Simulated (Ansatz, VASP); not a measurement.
# MgO in VASP and in Ansatz

```
Mg O
1.0
     0.00000    2.28227    2.28227
     2.28227    0.00000    2.28227
     2.28227    2.28227    0.00000
Mg O
1 1
Direct
  0.00000 0.00000 0.00000
  0.25000 0.25000 0.25000
```

Alike in both runs: functional r2SCAN; k mesh 16 × 16 × 16; occupations fermi-dirac, width 0.1 eV; no spin polarisation.

Ansatz relaxed the structure, and its values are those at the end. VASP's run is a single point on that final structure, the one shown.

|  | VASP | Ansatz |
| --- | --- | --- |
| version | VASP 6.6.1 | Ansatz 0.2.0 |
| potentials or method | VASP PAW PBE potentials, release 64 (Mg, O) | PAW with Ansatz's default frozen-core files, scalar-relativistic |
| plane-wave cutoff (eV) | 520 | 500 |
| valence electrons in the cell | 8 | 16 |

|  | VASP | Ansatz | Ansatz less VASP |
| --- | --- | --- | --- |
| pressure (GPa) | -0.6 | 0.0 | +0.57 |

The two sets of potentials don't hold the same shells in valence.

Caveats: the PAW data sets were made with another functional, which shifts forces and pressure a little (VASP). A k mesh can miss the band edges.
